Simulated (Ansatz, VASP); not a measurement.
**WS2: VASP beside Ansatz**

```
CELL_PARAMETERS angstrom
3.12363 0.00000 0.00000
-1.56182 2.70515 0.00000
0.00000 0.00000 30.08000
ATOMIC_POSITIONS crystal
S 0.66667 0.33333 0.23263
S 0.66667 0.33333 0.33718
W 0.33333 0.66667 0.28491
```

Alike in both runs: functional PBEsol; dispersion D3(BJ); k mesh 12 × 12 × 1; occupations gaussian, width 0.03 eV; no spin polarisation.

Ansatz relaxed the structure, and its values are those at the end. VASP's run is a single point on that final structure, the one shown.

|  | VASP | Ansatz |
| --- | --- | --- |
| version | VASP 6.6.1 | Ansatz 0.2.0 |
| potentials or method | VASP PAW PBE potentials, release 64 (S, W_sv) | scalar-relativistic, plane waves, PAW |
| plane-wave cutoff (eV) | 520 | 420 |
| valence electrons in the cell | 26 | 26 |

Ansatz gave:

```
gap on the k mesh at the Fermi level (eV) : 1.99
least direct gap on the mesh (eV)         : 2.04
rms of the force components (eV/Å)        : 0.001
```

Question: Estimate VASP's values.

Answer: gap on the k mesh at the Fermi level (eV): 1.99; least direct gap on the mesh (eV): 2.04; rms of the force components (eV/Å): 0.010.

Ansatz warned: «slab_cell_height_set».

Caveats: the PAW data sets were made with another functional, which shifts forces and pressure a little (VASP); spin-orbit coupling is left out, which moves the levels of the heavy elements.
